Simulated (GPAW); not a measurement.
# BeTe (F-43m) in GPAW: a series of runs, part 2 of 2

GPAW 26.7.0. The steps go on from the part before.

## Step 3: Band structure, PBEsol, spin-orbit coupling, no magnetisation

File run.py:

```python
import numpy as np
from ase.dft.bandgap import bandgap
from ase.io import read, write
from ase.units import Bohr, GPa
from gpaw import GPAW, PW, setup_paths
from gpaw.elf import elf_from_dft_calculation
from gpaw.spinorbit import soc_eigenstates

setup_paths.insert(0, '.')

atoms = read('POSCAR')

calc = GPAW(mode=PW(800),
            xc='PBEsol',
            kpts={'size': (6, 6, 6), 'gamma': True},
            occupations={'name': 'fermi-dirac', 'width': 0.05},
            nbands=11,
            convergence={'density': 1e-05, 'energy': 1e-05},
            maxiter=150,
            txt='gpaw.txt')
atoms.calc = calc
energy = atoms.get_potential_energy()
forces = atoms.get_forces()
stress = atoms.get_stress()
calc.write('gs.gpw')
write('result.traj', atoms)
print(f'Energy: {energy:.6f} eV')
print('Forces (eV/A):')
print(forces.round(4))
print('Stress (GPa):', (stress / GPa).round(3))
print('Fermi level:', round(calc.get_fermi_level(), 4), 'eV')
print(f'Gap: {bandgap(calc)[0]:.4f} eV, direct: {bandgap(calc, direct=True)[0]:.4f} eV')

# fields on the real-space grid
write('density.cube', atoms, data=calc.get_pseudo_density() * Bohr**3)
write('potential.cube', atoms, data=calc.get_electrostatic_potential())
write('elf.cube', atoms, data=elf_from_dft_calculation(calc).data)

path = atoms.cell.bandpath('GXWKGLUWLK,UX', npoints=80, eps=1e-4)
bs_calc = calc.fixed_density(kpts=path, symmetry='off', nbands=21,
                             convergence={'bands': 'CBM+6.0', 'eigenstates': 1e-6}, txt='bands.txt')
bs = bs_calc.band_structure()
bs.write('bs.json')
print(f'Gap on the path: {bandgap(bs_calc)[0]:.4f} eV')

soc = soc_eigenstates(bs_calc, theta=90, phi=45)
np.savetxt('soc_bands.dat', soc.eigenvalues(), fmt='%.4f')
mesh = soc_eigenstates('gs.gpw', theta=90, phi=45)
np.savetxt('soc_mesh.dat', mesh.eigenvalues(), fmt='%.4f')
print('Fermi level with spin-orbit coupling:', round(mesh.fermi_level, 4), 'eV')
```

File POSCAR:

```
BeTe
1.0
    0.0000000000      2.7700000000      2.7700000000
    2.7700000000      0.0000000000      2.7700000000
    2.7700000000      2.7700000000      0.0000000000
Te Be
1 1
Direct
    0.7500000000      0.7500000000      0.7500000000
    0.0000000000      0.0000000000      0.0000000000
```

Potentials or basis: PAW data sets generated in the run's folder for this functional, pw.

Started as:

```bash
> gpaw-setup -f PBEsol Be Te
> OMP_NUM_THREADS=1 python run.py
```

gpaw.txt:

```text
__  _  _
 | _ |_)|_||  |
 |__||  | ||/\| - 26.7.0

Input parameters:
  mode=PW(ecut=800.0),
  convergence={'density': 1e-05, 'energy': 1e-05},
  kpts=MonkhorstPack(size=(6, 6, 6), gamma=True),
  maxiter=150,
  nbands=11,
  occupations=Occupations(name='fermi-dirac', width=0.05),
  xc=XC(name='PBEsol')

Diagonalizing LCAO Hamiltonian
Converting LCAO to pw mode

                    Te

       Be

Atoms  # Å, Bohr magnetons
|   | symbol |        x |        y |        z |    initial magnetic moments |
|---|--------|----------|----------|----------|-----------------------------|
| 0 |     Te | 4.155000 | 4.155000 | 4.155000 | ( 0.0000,  0.0000,  0.0000) |
| 1 |     Be | 0.000000 | 0.000000 | 0.000000 | ( 0.0000,  0.0000,  0.0000) |

Unit cell  # Å
| periodic |        x |        y |        z |  lengths |    angles |
|----------|----------|----------|----------|----------|-----------|
|      yes | 0.000000 | 2.770000 | 2.770000 | 3.917372 | 60.000000 |
|      yes | 2.770000 | 0.000000 | 2.770000 | 3.917372 | 60.000000 |
|      yes | 2.770000 | 2.770000 | 0.000000 | 3.917372 | 60.000000 |

Number of symmetries: 24
Symmetry operations  # r_c * U_cc + t_c -> r_c
|    | kind |            matrix            |
|----|------|------------------------------|
|  0 |  E   |  1, 0, 0,  0, 1, 0,  0, 0, 1 |
|  1 |  σ   |  1, 0, 0,  0, 0, 1,  0, 1, 0 |
|  2 |  σ   |  1, 0,-1,  0, 1,-1,  0, 0,-1 |
|  3 |  C3  |  1, 0,-1,  0, 0,-1,  0, 1,-1 |
|  4 |  C3  |  1,-1, 0,  0,-1, 1,  0,-1, 0 |
|  5 |  σ   |  1,-1, 0,  0,-1, 0,  0,-1, 1 |
|  6 |  σ   |  0, 1, 0,  1, 0, 0,  0, 0, 1 |
|  7 |  C3  |  0, 1, 0,  0, 0, 1,  1, 0, 0 |
|  8 |  C2  |  0, 1,-1,  1, 0,-1,  0, 0,-1 |
|  9 |  S4  |  0, 1,-1,  0, 0,-1,  1, 0,-1 |
| 10 |  C3  |  0, 0, 1,  1, 0, 0,  0, 1, 0 |
| 11 |  σ   |  0, 0, 1,  0, 1, 0,  1, 0, 0 |
| 12 |  S4  |  0, 0,-1,  1, 0,-1,  0, 1,-1 |
| 13 |  C3  |  0, 0,-1,  0, 1,-1,  1, 0,-1 |
| 14 |  S4  |  0,-1, 1,  1,-1, 0,  0,-1, 0 |
| 15 |  C2  |  0,-1, 1,  0,-1, 0,  1,-1, 0 |
| 16 |  C3  |  0,-1, 0,  1,-1, 0,  0,-1, 1 |
| 17 |  S4  |  0,-1, 0,  0,-1, 1,  1,-1, 0 |
| 18 |  S4  | -1, 1, 0, -1, 0, 1, -1, 0, 0 |
| 19 |  C3  | -1, 1, 0, -1, 0, 0, -1, 0, 1 |
| 20 |  C3  | -1, 0, 1, -1, 1, 0, -1, 0, 0 |
| 21 |  S4  | -1, 0, 1, -1, 0, 0, -1, 1, 0 |
| 22 |  σ   | -1, 0, 0, -1, 1, 0, -1, 0, 1 |
| 23 |  C2  | -1, 0, 0, -1, 0, 1, -1, 1, 0 |

BZ-sampling:
  Number of BZ points: 216
  Number of IBZ points: 16

  Monkhorst-Pack size: [6, 6, 6]
  Monkhorst-Pack shift: [0.08333333333333333, 0.08333333333333333, 0.08333333333333333]

K-points  # in reciprocal-cell coordinates
|     |                                coordinates |     weight |
|-----|--------------------------------------------|------------|
|   0 | (  0.00000000,   0.00000000,   0.00000000) | 0.00462963 |
|   1 | (  0.16666667,   0.16666667,   0.00000000) | 0.02777778 |
|   2 | (  0.16666667,   0.16666667,   0.16666667) | 0.03703704 |
|   3 | (  0.33333333,   0.16666667,   0.16666667) | 0.05555556 |
|   4 | (  0.33333333,   0.33333333,  -0.33333333) | 0.05555556 |
|   5 | (  0.33333333,   0.33333333,   0.00000000) | 0.02777778 |
|   6 | (  0.33333333,   0.33333333,   0.16666667) | 0.11111111 |
|   7 | (  0.33333333,   0.33333333,   0.33333333) | 0.03703704 |
|   8 | (  0.50000000,   0.33333333,  -0.33333333) | 0.11111111 |
|   9 | (  0.50000000,   0.33333333,  -0.16666667) | 0.05555556 |
| ... |                                            |            |
|  15 | (  0.50000000,   0.50000000,   0.50000000) | 0.01851852 |

Plane wave coefficients: 2202
Cutoff: 800.0 eV

Spin-components: 1 (collinear spins)
Bands:           11
Projectors:      10
Spin-degeneracy: 2
Datatype:        complex128

Parallelization:
  kpt:    1
  domain: 1
  band:   1

Density:
  Valence electrons: 8.0
  Components: 1
  Grid points: [27 27 27]
  Charge: 0.0  # |e|

Potential:
  Grid points: [27 27 27]

species:
  Te:
    name:    Tellurium
    Z:       52.0
    valence: 6
    core:    46
    charge:  0.0  # [|e|]
    compensation charges:
      type: gauss
      rc: 0.36  # [Å]
      lmax: 2
    cutoffs:
      filter: 2.09  # [Å]
      core: 3.17  # [Å]
    projectors
    | kind |    occ | energy [eV] | rcut [Å] |
    |------|--------|-------------|----------|
    |   5s |  2.000 |     -15.132 |    1.180 |
    |   5p |  4.000 |      -5.970 |    1.196 |
    |    s |        |      12.080 |    1.180 |
    |    p |        |      21.241 |    1.196 |
    |    d |        |       0.000 |    1.238 |

    Using partial waves for Te as LCAO basis

  Be:
    name:    Beryllium
    Z:       4.0
    valence: 2
    core:    2
    charge:  0.0  # [|e|]
    compensation charges:
      type: gauss
      rc: 0.25  # [Å]
      lmax: 2
    cutoffs:
      filter: 1.42  # [Å]
      core: 1.77  # [Å]
    projectors
    | kind |    occ | energy [eV] | rcut [Å] |
    |------|--------|-------------|----------|
    |   2s |  2.000 |      -5.543 |    0.794 |
    |   2p |  0.000 |      -1.968 |    0.794 |
    |    s |        |      21.668 |    0.794 |
    |    p |        |      25.243 |    0.794 |
    |    d |        |       0.000 |    0.794 |

    Using partial waves for Be as LCAO basis

Reference energy: -185107.435115  # eV

eigensolver:
  PPCG
  Converge bands: occupied
  niter=2

density mixing:
  MSR1-Mixer
  Pratt-step length: 0.05
  Maximum mixing coefficient: 0.75
  Old densities: 10
  SVD Regularization: 0.005
  Good broyden scale: 1.0
  Trust region scale: 1.0
  Backstep threshold: 4.0
  History deletion threshold: 6.0
  Fourier metric: weight=20.0, sigma=0.015

occupation numbers:
  Fermi-Dirac:
    width: 0.0500  # eV

poisson solver:
  ecut: 6400.0  # eV

xc functional:
  name: PBEsol with 2 nearest neighbor stencil

convergence criteria:
[... 6 lines left out ...]
|iter     | |      energy | eigst |  dens |
|---------|-|-------------|-------|-------|
|iter:   1| |   -8.414421 | -0.14 |       |
|iter:   2| |   -8.393794 | -2.08 | -0.91 |
|iter:   3| |   -8.262250 | -2.21 | -0.95 |
|iter:   4| |   -8.260400 | -3.17 | -1.57 |
|iter:   5| |   -8.260735 | -4.43 | -2.13 |
|iter:   6| |   -8.260772 | -5.53 | -2.70 |
|iter:   7| |   -8.260773c| -7.05 | -3.73 |
|iter:   8| |   -8.260773c| -7.87c| -4.18 |
|iter:   9| |   -8.260773c| -8.70c| -5.29c|

Converged in 9 steps
Energy contributions relative to reference atoms: (reference = -185107.435115)

Energy contributions:
  Kinetic:          17.687934
  Coulomb:         -15.950642
  Zero:              0.161734
  External:          0.000000
  Xc:              -10.159799
  Entropy:          -0.000000
  Spinorbit:         0.000000
  ----------------------------
  Free energy:      -8.260773
  Extrapolated:     -8.260773

dipole moment: (-0.442989, -0.442989, -0.442989)  # |e|*Ang

Fermi level: 6.320
Eigenvalues  # (at kpt = [0.000, 0.000, 0.000])
| band index |      eig [eV] | occ [0-2] |
|------------|---------------|-----------|
|          0 |        -7.194 |     2.000 |
|          1 |         5.452 |     2.000 |
|          2 |         5.452 |     2.000 |
|          3 |         5.452 |     2.000 |
|          4 |         9.033 |     0.000 |
|          5 |         9.033 |     0.000 |
|          6 |         9.033 |     0.000 |
|          7 |         9.551 |     0.000 |
|          8 |        13.737 |     0.000 |
|          9 |        16.003 |     0.000 |
|         10 |        16.388 |     0.000 |

Gap: 1.746 eV
Transition (v -> c):
  (s=0, k=0, n=3, [0.00, 0.00, 0.00]) -> (s=0, k=12, n=4, [0.50, 0.50, 0.00])
Direct/indirect transitions are different
Direct gap: 3.581 eV
Transition at: (s=0, k=0, n=3, [0.00, 0.00, 0.00])

Forces  # eV/Ang
|        x |       y |        z |
|----------|---------|----------|
| -0.00000 | 0.00000 | -0.00000 |  # Te   0
|  0.00000 | 0.00000 | -0.00000 |  # Be   1

Stress tensor  # eV/Ang^3
|         x |         y |         z |
|-----------|-----------|-----------|
| -0.013530 | -0.000000 | -0.000000 |
| -0.000000 | -0.013530 |  0.000000 |
| -0.000000 |  0.000000 | -0.013530 |

# Writing to gs.gpw (mode='')
```

Run time: 85 s. Hardware: 1 thread of AMD EPYC, shared host; peak memory 0.29 GiB.

What came out:

- Free energy: -8.2608 eV
- Pressure: 2.2 GPa
- Band gap on the k mesh: 1.40 eV, indirect (least direct gap 3.19 eV)
- Band gap along the path: 1.40 eV, indirect (least direct gap 3.19 eV)

Levels at the corners of the path, in eV from the valence-band top:
```
point  band 6  band 7  band 8  band 9  band 10  band 11
    Γ    0.00    0.00    0.00    3.19     3.19     3.27
    X   -3.40   -2.96   -2.96    1.40     1.40     2.21
    W   -4.14   -3.79   -3.74    4.83     4.87     5.13
    K   -4.39   -2.73   -2.71    2.20     2.23     4.87
    Γ    0.00    0.00    0.00    3.19     3.19     3.27
    L   -1.85   -1.28   -1.28    2.84     2.84     4.18
    U   -4.39   -2.73   -2.71    2.20     2.23     4.87
    W   -4.14   -3.79   -3.74    4.83     4.87     5.13
    L   -1.85   -1.28   -1.28    2.84     2.84     4.18
    K   -4.39   -2.73   -2.71    2.20     2.23     4.87
    U   -4.39   -2.73   -2.71    2.20     2.23     4.87
    X   -3.40   -2.96   -2.96    1.40     1.40     2.21
```

Caveat: spin-orbit coupling was added after a scalar SCF, so levels and gaps hold it while energy, forces, pressure and moments don't; this program's spin-orbit splittings come out too wide for heavy elements.
